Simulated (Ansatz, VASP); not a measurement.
## Si2Mo: VASP beside Ansatz

```
Mo Si
1.0
     4.58547    0.00000    0.00000
    -2.29274    3.97113    0.00000
     0.00000    0.00000    6.57976
Mo Si
3 6
Direct
  0.50000 0.50000 0.83333
  0.00000 0.50000 0.16667
  0.50000 0.00000 0.50000
  0.16387 0.32775 0.50000
  0.67225 0.83613 0.16667
  0.83613 0.16387 0.83333
  0.83613 0.67225 0.50000
  0.32775 0.16387 0.16667
  0.16387 0.83613 0.83333
```

Measurements of this composition are mostly on another form, of space group No. 139.

Alike in both runs: task relaxation of cell and atoms; functional PBE; k mesh 5 × 5 × 3; occupations fermi-dirac, width 0.05 eV; no spin polarisation.

|  | VASP | Ansatz |
| --- | --- | --- |
| version | VASP 6.6.1 | Ansatz 0.2.0 |
| potentials or method | VASP PAW PBE potentials, release 64 (Mo_pv, Si) | Ansatz PAW |
| plane-wave cutoff (eV) | 600 | 420 |
| valence electrons in the cell | 60 | 66 |

VASP gave:

```
gap on the k mesh at the Fermi level, each at its own relaxed structure (eV) : 0.60
relaxed volume (Å³/atom)                                                     : 13.52
relaxed cell length with the largest relative difference (Å)                 : 6.604
energy change over the relaxation (meV/atom)                                 : -2
```

Q: Which values does Ansatz return?

A: gap on the k mesh at the Fermi level, each at its own relaxed structure (eV): 0.60; relaxed volume (Å³/atom): 13.53; relaxed cell length with the largest relative difference (Å): 6.606; energy change over the relaxation (meV/atom): -2.

The two sets of potentials don't hold the same shells in valence.

Caveats: an odd mesh through Γ misses points on the zone boundary, where band edges often lie (VASP); odd divisions of the mesh miss points on the zone boundary, where band edges often lie, so the gap on the mesh can be too wide (Ansatz); the plane-wave basis is chosen anew once the cell has moved, so the energies of steps on either side of that aren't comparable (Ansatz).
